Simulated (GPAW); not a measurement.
The system is YN.

```
Y N
1.0
     0.00000    2.43850    2.43850
     2.43850    0.00000    2.43850
     2.43850    2.43850    0.00000
Y N
1 1
Direct
  0.00000 0.00000 0.00000
  0.50000 0.50000 0.50000
```

Base run:

| Quantity | Value |
| --- | --- |
| Program | GPAW 26.7.0 |
| Functional | PBEsol |
| Potentials or basis | PAW data sets generated in the run's folder for this functional |
| Cutoff | 800 eV |
| Basis | pw |
| k mesh | 9 × 9 × 9 |
| Occupations | fermi-dirac, width 0.05 eV |
| Spin | no spin polarisation |
| Hubbard terms | Y d U = 2 eV |

Its results: band gap on the k mesh 0.54 eV, indirect (least direct gap 0.97 eV); pressure 2.4 GPa.

Q: The run is repeated on the same cell with these changes: hubbard terms from Y d U = 2 eV to Y d U = 1 eV. What comes out?

A: Band gap on the k mesh 0.36 eV, indirect (least direct gap 0.77 eV); pressure -0.4 GPa.

A k mesh can miss the band edges.
